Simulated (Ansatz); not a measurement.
**SrO in Ansatz: the effect of functional**

The system is SrO.

```
Sr O
1.0
     0.00000    2.56630    2.56630
     2.56630    0.00000    2.56630
     2.56630    2.56630    0.00000
Sr O
1 1
Direct
  0.50000 0.50000 0.50000
  0.00000 0.00000 0.00000
```

Alike in all runs:

| Item | Value |
| --- | --- |
| Program | Ansatz 0.2.0 |
| Task | band structure |
| Potentials or basis | all-electron LAPW, scalar-relativistic |
| Cutoff | 217 eV (chosen from the basis error) |
| Basis error allowed | 0.001 eV/atom |
| k mesh | 9 × 9 × 9 |
| Occupations | fermi-dirac, width 0.05 eV |
| Spin | no spin polarisation |

| functional | gap on the mesh (eV) | pressure (GPa) |
| --- | --- | --- |
| LDA | 3.21 | -3.8 |
| PBE | ? | ? |
| PBEsol | 3.26 | -0.5 |
| RPBE | 3.49 | 6.4 |
| revPBE | 3.46 | 5.6 |
| BLYP | 3.51 | 6.2 |

**Question.** What does the run with functional PBE give?

**Answer.** gap on the mesh 3.37 eV; pressure 3.3 GPa.

A k mesh can miss the band edges.
